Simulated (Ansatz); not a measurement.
A small benchmark: atomisation enthalpy at 298 K

8 molecules with nitrogen; the atomisation enthalpy at 298 K in kJ/mol, computed less measured. Shapes, held fixed at every level: PBE0-D4/def2-TZVP. Flexible molecules stand in one conformer, not always the lowest. Thermal terms are harmonic and unscaled (PBE/def2-SVP, PBE0-D4/def2-TZVP); the spin-orbit lowering of the free atoms is taken from their spectra. Programs: Ansatz 0.2.0. Measured values: Active Thermochemical Tables, CRC Handbook of Chemistry and Physics, NIST-JANAF tables.

Levels: A = r2SCAN-D4/def2-TZVPP; B = PBE0-D4/def2-TZVPP; C = wB97X-V/def2-TZVPP.

```tsv
molecule	from tabulated heats	A	B	C
NOF (nitrosyl fluoride)	867	+38	+21	+34
N2O (nitrous oxide)	1112	+18	+22	+17
CH3N (methanimine)	1755	-14	0	+1
C4H4N2 (succinonitrile)	4475	-20	+38	0
C4H5N (SMILES C=CCC#N)	4270	-6	+36	-6
C3H7NO (propionamide)	4657	+8	+30	+10
C4H9N (pyrrolidine)	5306	-5	+46	+13
C6H9N (SMILES Cc1ccc(C)[nH]1)	6696	+30	+100	+11
```

Problem. Sum up the errors.

Solution. 
| level | kind | mean error | mean absolute error | worst case |
| --- | --- | --- | --- | --- |
| r2SCAN-D4/def2-TZVPP | meta-GGA | +6.1 | 17.4 | NOF |
| PBE0-D4/def2-TZVPP | global hybrid | +36.6 | 36.6 | C6H9N |
| wB97X-V/def2-TZVPP | range-separated hybrid | +10.0 | 11.5 | NOF |

On this set wB97X-V/def2-TZVPP has the smallest mean absolute error and PBE0-D4/def2-TZVPP the largest. PBE0-D4/def2-TZVPP is too high in 7 of 8; wB97X-V/def2-TZVPP is too high in 6 of 8. Heats of the atoms come from ATcT where it has them. The tabulated value of NOF is in doubt (older tables, estimates, or at odds with other calculations) and kept here. Over the 7 molecules whose values aren't doubted the mean absolute errors are A 14.4; B 38.9; C 8.3. For PBE0-D4/def2-TZVPP the error tends to grow with the atomisation enthalpy. The set is small.
